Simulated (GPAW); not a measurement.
Crystal: Sn.

```
CELL_PARAMETERS angstrom
-1.72654 1.77555 2.33834
1.72654 -1.77555 2.33834
1.72654 1.77555 -2.33834
ATOMIC_POSITIONS crystal
Sn 0.00000 0.00000 0.00000
```

This isn't the form of Sn at room conditions, which is tetragonal (white tin).

- Program: GPAW 26.7.0
- Task: single point
- Functional: PBE
- Potentials or basis: GPAW PAW data sets (gpaw-data 1.2.1)
- Cutoff: 600 eV
- Basis: pw
- k mesh: 11 × 11 × 11
- Occupations: fermi-dirac, width 0.05 eV
- Spin: no spin polarisation

On this cell: pressure -1.2 GPa; band gap on the k mesh none (metal or under the smearing width).

The same run follows on a disturbed copy (cell strained at random at fixed volume):

```
CELL_PARAMETERS angstrom
-1.66577 1.76563 2.29581
1.74442 -1.79906 2.37926
1.68238 1.81521 -2.32119
ATOMIC_POSITIONS crystal
Sn 0.99505 0.98835 0.99670
```

Problem. What changes?

Solution. The energy (extrapolated to zero smearing) moves by +5.1 meV/atom; pressure -1.2 GPa; band gap on the k mesh none (metal or under the smearing width).

Stress tensor (GPa, compression positive):
```
-0.34 -0.02 -0.61
-0.02 -2.16  0.18
-0.61  0.18 -1.08
```
